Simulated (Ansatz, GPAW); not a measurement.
# Which magnetic ion is it?

A crystal has the composition MF2, where M is a 3d element. A calculation (PBE+U, spin-orbit coupling in second variation, Ansatz) gives:

| Quantity | Value |
| --- | --- |
| S | 5/2 |
| g, averaged over the cell's ions | 2.0024 (isotropic) |
| D, with anisotropic exchange | +410 MHz |
| E | +43 MHz |
| moment in its sphere | 4.20 μB |

Q: Name the magnetic ion and its oxidation state.

The crystal is MnF2, space group Pbcn. The spin sits on Mn, with 6 F at 2.08 to 2.17 Å round it. With the usual charges of the other elements M must be +2. The high-spin ion of that charge with S = 5/2 in this row is Mn²⁺ high-spin d⁵. Low-spin ions are left aside. The shift from the free-electron value is small, as for a half-filled shell without orbital momentum.

[Hosts, paths, dates, database ids (printed as entryN), source tags and the programs' standing remarks are cut or masked in the printed files.]
